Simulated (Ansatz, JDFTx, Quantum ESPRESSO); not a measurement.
## GaN: 3 runs at one level of theory

```
Ga N
1.0
     0.00000    2.25350    2.25350
     2.25350    0.00000    2.25350
     2.25350    2.25350    0.00000
Ga N
1 1
Direct
  0.00000 0.00000 0.00000
  0.25000 0.25000 0.25000
```

The cell is a database's computed one, not the measured one.

Alike in all runs: task band structure; functional PBE; k mesh 10 × 10 × 10; occupations fermi-dirac, width 0.05 eV; spin-orbit coupling, no magnetisation; with spin-orbit coupling. Pressure is positive in compression and, in plane waves, holds the error of the finite cutoff, which Ansatz's Pulay term estimates and takes out. Gaps are the smaller of the mesh's and the band path's.

```tsv
program and potentials	plane-wave cutoff (eV)	notes	band gap (eV)	pressure (GPa)
Ansatz, Ansatz PAW	420	Pulay term of +0.51 GPa included	1.71	5.01
Quantum ESPRESSO, PseudoDojo 0.4 FR PBE standard	1143	-	?	?
JDFTx, PseudoDojo-FR-PBE-0.4-standard	1143	-	1.75	-
```

**Question.** Estimate from the other rows what the run with Quantum ESPRESSO, PseudoDojo 0.4 FR PBE standard gave.

**Answer.** Band gap 1.75 eV; pressure 5.30 GPa. The other rows, which needn't bracket it: band gap 1.71 to 1.75; pressure 5.01.
